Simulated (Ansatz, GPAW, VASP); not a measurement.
## ZrB2: 3 runs at one level of theory

```
CELL_PARAMETERS angstrom
3.17000 0.00000 0.00000
-1.58500 2.74530 0.00000
0.00000 0.00000 3.53300
ATOMIC_POSITIONS crystal
Zr 0.00000 0.00000 0.00000
B 0.66667 0.33333 0.50000
B 0.33333 0.66667 0.50000
```

Alike in all runs: task single point; functional LDA; k mesh 10 × 10 × 8; occupations gaussian, width 0.1 eV; no spin polarisation; no spin-orbit coupling. LDA stands for any of its common fits. Pressure is positive in compression and, in plane waves, holds the error of the finite cutoff, which Ansatz's Pulay term estimates and takes out.

```json
{"program and potentials": "Ansatz, Ansatz PAW", "plane-wave cutoff (eV)": "420", "notes": "potentials made for PBE, which Ansatz adapts in part; Pulay term of +0.21 GPa included", "pressure (GPa)": "-8.78"}
{"program and potentials": "GPAW, the program's PAW data sets (release 1.2.1) made for this functional", "plane-wave cutoff (eV)": "800", "notes": "-", "pressure (GPa)": "-9.84"}
{"program and potentials": "VASP, LDA PAW files B, Zr_sv, 520 eV", "plane-wave cutoff (eV)": "520", "notes": "-", "pressure (GPa)": "-8.33"}
```

The pressure spans -9.84 (GPAW, the program's PAW data sets (release 1.2.1) made for this functional) to -8.33 GPa (VASP, LDA PAW files B, Zr_sv, 520 eV).

The functional is the same throughout but for its coding, so the spread measures potentials, basis and numerics; runs on potential files found faulty are left out.

All three runs give a clearly negative pressure, so at this level of theory the cell is stretched and ZrB2 would contract if relaxed. As the lattice parameters lie close to the measured ones, this is the familiar overbinding of LDA, which favours the denser, more uniform electron distribution of a shortened lattice. The size of the pressure owes much to the stiffness of the diboride: strong covalent bonds within the boron honeycomb sheets, together with Zr d–B p bonding between the layers, turn even a small error in equilibrium volume into a stress of several GPa. For the same reason, the spread between the programs corresponds to only a slight difference in lattice parameters; it probably reflects the treatment of the Zr semicore states and remaining basis error. The sign of the pressure is therefore robust, while its exact value is less certain. Pressure alone doesn't show how the contraction would divide between the boron planes and the stacking axis, which would need the separate stress components or a full cell relaxation.
